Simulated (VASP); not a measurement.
A run of VASP 6.6.1:

POSCAR

```
TaS2
1.0
    3.3500000000      0.0000000000      0.0000000000
   -1.6750000000      2.9011851027      0.0000000000
    0.0000000000      0.0000000000      5.8600000000
Ta S
1 2
Direct
    0.0000000000      0.0000000000      0.0000000000
    0.6666666667      0.3333333333      0.7500000000
    0.3333333333      0.6666666667      0.2500000000
```

File INCAR.step1:

```
SYSTEM = TaS2
PREC = Accurate
ENCUT = 600
EDIFF = 1E-6
ISMEAR = -1
SIGMA = 0.05
LREAL = .False.
LASPH = .True.
NELM = 80
ALGO = Normal
ISIF = 2
LWAVE = .False.
LCHARG = .True.
LMAXMIX = 4
GGA = PE
```

Contents of KPOINTS.step1:

```
regular mesh
0
Gamma
  9 9 5
  0 0 0
```

Contents of INCAR.step2:

```
SYSTEM = TaS2
PREC = Accurate
ENCUT = 600
EDIFF = 1E-6
ISMEAR = 0
SIGMA = 0.05
LREAL = .False.
LASPH = .True.
NELM = 80
ALGO = Normal
ISIF = 2
LWAVE = .False.
LCHARG = .False.
LMAXMIX = 4
GGA = PE
ICHARG = 11
```

Contents of KPOINTS.step2:

```
path GMKGALHA,LM,KH
15
line-mode
reciprocal
 0.0000000000  0.0000000000  0.0000000000  G
 0.5000000000  0.0000000000  0.0000000000  M

 0.5000000000  0.0000000000  0.0000000000  M
 0.3333333333  0.3333333333  0.0000000000  K

 0.3333333333  0.3333333333  0.0000000000  K
 0.0000000000  0.0000000000  0.0000000000  G

 0.0000000000  0.0000000000  0.0000000000  G
 0.0000000000  0.0000000000  0.5000000000  A

 0.0000000000  0.0000000000  0.5000000000  A
 0.5000000000  0.0000000000  0.5000000000  L

 0.5000000000  0.0000000000  0.5000000000  L
 0.3333333333  0.3333333333  0.5000000000  H

 0.3333333333  0.3333333333  0.5000000000  H
 0.0000000000  0.0000000000  0.5000000000  A

 0.5000000000  0.0000000000  0.5000000000  L
 0.5000000000  0.0000000000  0.0000000000  M

 0.3333333333  0.3333333333  0.0000000000  K
 0.3333333333  0.3333333333  0.5000000000  H
```

Potentials or basis: VASP PAW PBE potentials, release 64 (Ta_sv_GW, S_GW).

The run is started by

```sh
$ cat potpaw_PBE.64/Ta_sv_GW/POTCAR potpaw_PBE.64/S_GW/POTCAR > POTCAR
$ cp INCAR.step1 INCAR
$ cp KPOINTS.step1 KPOINTS
$ mpirun -np 1 vasp_std > vasp.out
$ cp INCAR.step2 INCAR
$ cp KPOINTS.step2 KPOINTS
$ mpirun -np 1 vasp_std > vasp.out
```

Hardware: 1 thread of Intel(R) Xeon(R) Platinum 8488C (Sapphire Rapids), with other jobs on the host.

Q: Estimate the wall time of this run.

A: Run time: 2.3 min on 1 thread of Intel(R) Xeon(R) Platinum 8488C (Sapphire Rapids), on a shared host, peak memory 0.33 GiB. Counts: scf iterations 7, k points 135.
